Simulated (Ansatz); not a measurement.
**Ag under pressure**

All numbers below come from Ansatz 0.2.0, DFT r2SCAN, scalar-relativistic, plane waves, PAW. Run with 500 eV cutoff, 18×18×10 k-mesh, Gaussian smearing of 0.10 eV, no spin polarisation.

The relaxed crystal:

```xyz
2
Lattice="2.9037 0.0000 0.0000 -1.4518 2.5147 0.0000 0.0000 0.0000 4.7475" Properties=species:S:1:pos:R:3 pbc="T T T"
Ag    0.0000    1.6764    1.1869
Ag    1.4518    0.8382    3.5607
```

Cell and atoms are relaxed at each pressure within the symmetry of the start, at zero temperature, so transitions that lower the symmetry aren't seen. The k-mesh given is that at zero pressure and may differ at others. a, b and c are the lengths of the cell vectors above.

| P (GPa) | V (Å³/atom) | V/V0 | a (Å) | b (Å) | c (Å) |
| --- | --- | --- | --- | --- | --- |
| -1 | 17.50 | 1.010 | 2.913 | 2.913 | 4.763 |
| 0 | 17.33 | 1.000 | 2.904 | 2.904 | 4.748 |
| 1 | 17.16 | 0.990 | 2.894 | 2.894 | 4.732 |
| 4 | 16.73 | 0.965 | 2.869 | 2.869 | 4.692 |
| 12 | 15.83 | 0.913 | 2.817 | 2.817 | 4.607 |
| 25 | 14.82 | 0.855 | 2.756 | 2.756 | 4.505 |
| 50 | 13.57 | 0.783 | 2.677 | 2.677 | 4.373 |
| 90 | 12.35 | 0.713 | 2.594 | 2.594 | 4.239 |

Problem. What bulk modulus and pressure derivative fit these points?

Solution. A third-order Birch–Murnaghan fit gives B0 = 103 GPa and B0' = 5.6.

This form isn't the element's structure at ambient conditions.